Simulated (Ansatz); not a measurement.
## HfO$_{2}$: Hf jump into a vacancy

All numbers below come from DFT PBE, scalar-relativistic, plane waves, PAW (Ansatz). The runs took a 420 eV cutoff, a Γ-centred 4×4×4 mesh and Gaussian smearing (0.05 eV). Spin–orbit coupling is left out, which can shift energies with elements as heavy as these. No spin polarisation.

The perfect supercell:

```cif
data_structure
_symmetry_space_group_name_H-M 'P 1'
_symmetry_Int_Tables_number 1
_cell_length_a 7.2086
_cell_length_b 7.2086
_cell_length_c 7.3274
_cell_angle_alpha 119.465
_cell_angle_beta 119.465
_cell_angle_gamma 90.000
_cell_volume 273.54
loop_
_atom_site_label
_atom_site_type_symbol
_atom_site_fract_x
_atom_site_fract_y
_atom_site_fract_z
_atom_site_occupancy
Hf1 Hf 0.00000 0.00000 0.50000 1
Hf2 Hf 0.50000 0.00000 0.50000 1
Hf3 Hf 0.00000 0.50000 0.50000 1
Hf4 Hf 0.50000 0.50000 0.50000 1
Hf5 Hf 0.50000 0.50000 0.00000 1
Hf6 Hf 0.00000 0.50000 0.00000 1
Hf7 Hf 0.50000 0.00000 0.00000 1
Hf8 Hf 0.00000 0.00000 0.00000 1
O1 O 0.90337 0.15337 0.30675 1
O2 O 0.40337 0.15337 0.30675 1
O3 O 0.90337 0.65337 0.30675 1
O4 O 0.40337 0.65337 0.30675 1
O5 O 0.09663 0.84663 0.19325 1
O6 O 0.59663 0.84663 0.19325 1
O7 O 0.09663 0.34663 0.19325 1
O8 O 0.59663 0.34663 0.19325 1
O9 O 0.34663 0.09663 0.69325 1
O10 O 0.84663 0.09663 0.69325 1
O11 O 0.34663 0.59663 0.69325 1
O12 O 0.84663 0.59663 0.69325 1
O13 O 0.15337 0.40337 0.80675 1
O14 O 0.65337 0.40337 0.80675 1
O15 O 0.15337 0.90337 0.80675 1
O16 O 0.65337 0.90337 0.80675 1
```

Atom 1 (Hf) is removed, leaving a vacancy of charge -4 (uniform background), and atom 2 jumps 3.60 Å into it. The vacancy and the half-way point are each relaxed at fixed cell, keeping their symmetry. The supercell is small, and one in 8 of its Hf atoms is missing. It repeats after two jumps, so the jumping atom has a vacancy on both sides, which can shift the barrier from that beside a lone vacancy.

(1) How high does the half-way point lie?

Answers

(1) 5.01 eV above the relaxed vacancy, with the jumping atom 0.49 Å off the straight line. This is the barrier if that point is a first-order saddle, which wasn't checked.

Cost: 2 runs of about 29 core-minutes in all, on Arm Neoverse V2 (shared hosts).